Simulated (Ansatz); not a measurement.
Ligand exchange: SiH(CH3)2Br + C4H8 → SiH2(CH3)Br + C5H10

Species: SiH(CH3)2Br, singlet; C4H8 (1-butene) `C=CCC`, singlet; SiH2(CH3)Br, singlet; C5H10 (trans-2-pentene) `C/C=C/CC`, singlet. The partners trade CH3 for H: Si–CH3 and C–H bonds give way to Si–H and C–CH3.

Shapes, held fixed at every level: PBE0-D4/def2-TZVP. Flexible molecules stand in one conformer, not always the lowest. Programs: Ansatz 0.2.0. The zero-point and thermal change to 298 K, harmonic and unscaled (PBE0-D4/def2-TZVP), is -2.5 kJ/mol.

```
               level                   kind  ΔH(298 K) (kJ/mol)  less CCSD(T)/def2-TZVPP
       HF/def2-TZVPP           Hartree–Fock               +32.1                     -4.9
   PBE-D4/def2-TZVPP                    GGA               +35.6                     -1.4
r2SCAN-D4/def2-TZVPP               meta-GGA               +38.7                     +1.7
 BHLYP-D4/def2-TZVPP          global hybrid               +37.3                     +0.3
        MP2/def2-SVP    perturbation theory               +25.8                    -11.2
     CCSD/def2-TZVPP  coupled cluster or CI               +36.5                     -0.5
  CCSD(T)/def2-TZVPP  coupled cluster or CI               +37.0                      0.0
```

The highest level, CCSD(T)/def2-TZVPP, gives ΔH(298 K) = +37.0 kJ/mol; the levels span +25.8 to +38.7. The column of differences is taken from that level and isn't an error. No measured value is set beside it here. Relativity is left out for Br unless named. Correlated rows may include outer-core shells of Br, which these sets cover unevenly.
